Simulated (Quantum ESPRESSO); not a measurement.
Runs of Quantum ESPRESSO 7.5 on Cl. Symmetry: Cmce, No. 64, orthorhombic system. Conventional cell: a = 6.290 Å, b = 4.500 Å, c = 8.210 Å, α = 90.00°, β = 90.00°, γ = 90.00°. Around Cl (site symmetry m) lie 1 Cl at 2.02 Å. 

| level | potentials or basis | cutoff (eV) | form of the LDA correlation | pressure (GPa) | largest force (eV/Å) |
| --- | --- | --- | --- | --- | --- |
| BLYP | PseudoDojo 0.4.1 SR PBE standard | 789 | - | 2.5 | (b) |
| AM05 | PseudoDojo 0.4.1 SR PBE standard | 789 | - | -0.2 | 0.29 |
| PBEsol | PseudoDojo 0.4.1 SR PBEsol standard | 789 | - | -0.9 | 0.19 |
| LDA | PseudoDojo 0.4.1 SR LDA standard | 762 | PW92 | -2.5 | (a) |
| PBE | PseudoDojo 0.4.1 SR PBE standard | 789 | - | 0.6 | 0.10 |

Alike in all rows: task dielectric tensor; no spin polarisation; cell as given; k mesh 6 × 6 × 2, shifted; smearing fermi-dirac 0.05 eV.

Estimate the missing entries.

(a) 0.21; (b) 0.61.

Caveats: the potentials were made for another functional, which shifts forces and pressure (some runs).
